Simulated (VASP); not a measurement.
# Si: equation of state with PBE+D3(BJ)

Crystal: Si.

```
Si
1.0
     0.00000    2.71003    2.71003
     2.71003    0.00000    2.71003
     2.71003    2.71003    0.00000
Si
2
Direct
  0.50000 0.50000 0.50000
  0.75000 0.75000 0.75000
```

* Program: VASP 6.6.1
* Task: equation of state
* Functional: PBE
* Dispersion: D3(BJ)
* Potentials or basis: VASP PAW PBE potentials, release 64 (Si)
* Cutoff: 520 eV
* k mesh: 8 × 8 × 8
* Occupations: gaussian, width 0.02 eV
* Spin: no spin polarisation
* Ladder: gaps
* Further INCAR settings: ALGO = Fast; EDIFF = 1e-06

```json
{"Equilibrium volume": "19.90 Å³/atom", "Bulk modulus": "92 GPa", "Pressure derivative of the bulk modulus": "4.9 (rough: it moves with the points fitted)"}
```

Energy against volume, from the lowest point:
| volume (Å³/atom) | energy (meV/atom) |
| --- | --- |
| 19.107 | 9.93 |
| 19.505 | 2.40 |
| 19.903 | 0.00 |
| 20.301 | 2.18 |
| 20.699 | 8.42 |

All runs of the series together: 93 s on 1 thread of Intel(R) Xeon(R) Platinum 8375C CPU @ 2.90GHz (Ice Lake), with other jobs on the host.
